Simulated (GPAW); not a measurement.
Write an ASE script for GPAW 26.7.0 that does the following.

```
Task                : band structure
Functional          : PBEsol
Potentials or basis : PAW data sets generated in the run's folder for this functional
Cutoff              : 600 eV
Basis               : pw
k mesh              : 11 × 11 × 6
Occupations         : fermi-dirac, width 0.05 eV
Spin                : no spin polarisation
Maxiter             : 150
Band path           : GMKGALHA,LM,KH
Band points         : 80
```

Pd:

```xyz
2
Lattice="2.7837 0.0000 0.0000 -1.3918 2.4107 0.0000 0.0000 0.0000 4.6289" Properties=species:S:1:pos:R:3 pbc="T T T"
Pd    0.0000    1.6071    1.1572
Pd    1.3918    0.8036    3.4717
```

This isn't the form of Pd at room conditions, which is fcc.

One way to write it, as run:

run.py

```python
from ase import Atoms
from ase.dft.bandgap import bandgap
from ase.io import write
from ase.units import GPa
from gpaw import GPAW, PW, setup_paths

setup_paths.insert(0, '.')

atoms = Atoms(['Pd', 'Pd'],
              cell=[[2.7836650458, 0.0, 0.0],
                    [-1.3918325229, 2.4107246453, 0.0],
                    [0.0, 0.0, 4.628893]],
              scaled_positions=[[0.3333333333, 0.6666666667, 0.25],
                                [0.6666666667, 0.3333333333, 0.75]],
              pbc=True)

calc = GPAW(mode=PW(600),
            xc='PBEsol',
            kpts={'size': (11, 11, 6), 'gamma': True},
            occupations={'name': 'fermi-dirac', 'width': 0.05},
            nbands=29,
            convergence={'density': 1e-05, 'energy': 1e-05},
            maxiter=150,
            txt='gpaw.txt')
atoms.calc = calc
energy = atoms.get_potential_energy()
forces = atoms.get_forces()
stress = atoms.get_stress()
calc.write('gs.gpw')
write('result.traj', atoms)
print(f'Energy: {energy:.6f} eV')
print('Forces (eV/A):')
print(forces.round(4))
print('Stress (GPa):', (stress / GPa).round(3))
print('Fermi level:', round(calc.get_fermi_level(), 4), 'eV')
print(f'Gap: {bandgap(calc)[0]:.4f} eV, direct: {bandgap(calc, direct=True)[0]:.4f} eV')

path = atoms.cell.bandpath('GMKGALHA,LM,KH', npoints=80, eps=1e-4)
bs_calc = calc.fixed_density(kpts=path, symmetry='off', nbands=41,
                             convergence={'bands': 'CBM+6.0', 'eigenstates': 1e-6}, txt='bands.txt')
bs = bs_calc.band_structure()
bs.write('bs.json')
print(f'Gap on the path: {bandgap(bs_calc)[0]:.4f} eV')
```

Potentials or basis: PAW data sets generated in the run's folder for this functional, pw.

Launch:

```sh
$ gpaw-setup -f PBEsol Pd
$ OMP_NUM_THREADS=1 python run.py
```

Results of the run:

```yaml
Pressure: -10.0 GPa
Band_gap_along_the_path: none (metal or under the smearing width)
```

Run time: 60 s on 1 thread of Arm Neoverse V2 (shared host), peak memory 0.27 GiB.
